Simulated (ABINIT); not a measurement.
**Hf in ABINIT: convergence with smearing width**

Input of the first run (smearing width 0.272 eV); the others differ in this setting and in those tied to it:

run.abi

```
# Pseudopotentials
pp_dirpath "./"
pseudos "Hf.GGA_PBE-JTH.xml"

# Structure
acell 5.9079484967 5.9079484967 5.9079484967
rprim
    -0.5773502692     0.5773502692     0.5773502692
     0.5773502692    -0.5773502692     0.5773502692
     0.5773502692     0.5773502692    -0.5773502692
ntypat 1
znucl 72
natom 1
typat 1
xred
     0.0000000000     0.0000000000     0.0000000000

# Plane-wave basis
ecut 19.0
pawecutdg 38.0
pawxcdev 0

# k points
kptopt 1
ngkpt 10 10 10
nshiftk 1
shiftk 0.0 0.0 0.0

# Exchange and correlation
ixc 11

# Bands and occupations
nband 10
occopt 4
tsmear 0.272 eV

# SCF cycle
nstep 100
tolvrs 1.0e-9

# Output
iomode 3
prtwf 0
prtden 0
prteig 0
prtebands 0
```

Potentials or basis: JTH PAW PBE v2.0.

Run with:

```bash
$ abinit run.abi > log 2>&1
```

This isn't the form of Hf at room conditions, which is hcp.

Hardware: 1 thread of Arm Neoverse V1, with other jobs on the host.

| smearing width | energy less the tightest run (meV/atom) | pressure (GPa) | SCF cycles | CPU time (s) | peak memory (GiB) |
| --- | --- | --- | --- | --- | --- |
| 0.272 eV | 2.90 | -4.99 | 9 | 8.1 | 0.09 |
| 0.2 eV | 1.38 | -5.03 | 9 | 8.1 | 0.09 |
| 0.136 eV | 0.22 | -5.15 | 9 | 8.1 | 0.09 |
| 0.1 eV | -0.27 | -5.19 | 10 | 8.7 | 0.09 |
| 0.05 eV | -0.39 | -5.07 | 9 | 8.1 | 0.09 |
| 0.025 eV | -0.18 | -5.07 | 10 | 8.7 | 0.09 |
| 0.01 eV | 0.00 | -5.07 | 10 | 8.8 | 0.09 |

Against the tightest run, the energy stays within 1 meV/atom from 0.136 eV on; the pressure stays within 0.1 GPa from 0.05 eV on. Narrower smearing needs a denser k mesh, so at a fixed mesh the narrowest width isn't the most accurate. The tightest run that finished is the yardstick and may itself not be fully converged.

Spin-orbit coupling is left out, which matters for the levels of Hf.
